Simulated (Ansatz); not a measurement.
AlFe in Ansatz: the effect of starting spin order

AlFe:

```
Fe Al
1.0
     2.91000    0.00000    0.00000
     0.00000    2.91000    0.00000
     0.00000    0.00000    2.91000
Fe Al
1 1
Cartesian
  1.4550 1.4550 1.4550
  0.0000 0.0000 0.0000
```

Alike in all runs:

```yaml
Program: Ansatz 0.2.0
Task: single point
Functional: PBE
Potentials_or_basis: Ansatz PAW
Cutoff: "420 eV (not typed: the program's choice for these potentials)"
k_mesh: 9 × 9 × 9
Occupations: fermi-dirac, width 0.05 eV
```

Task: One run gave: energy over the lowest run 14.9 meV/atom; pressure -7.1 GPa; final net moment 0.00 μB; final largest site moment 0.00 μB. Which starting spin order did it use?
A. random
B. fm
C. spin off

Result: C.

```csv
starting spin order,spin,starting moments,energy over the lowest run (meV/atom),pressure (GPa),final net moment (μB),final largest site moment (μB)
spin off,no spin polarisation,-,14.9,-7.1,0.00,0.00
fm,"collinear spin, ferromagnetic start","[3.0, 0.0] μB",0.0,-6.1,0.66,0.70
random,"collinear spin, random start","[-0.72, 0.0] μB",0.0,-6.1,-0.66,0.70
```
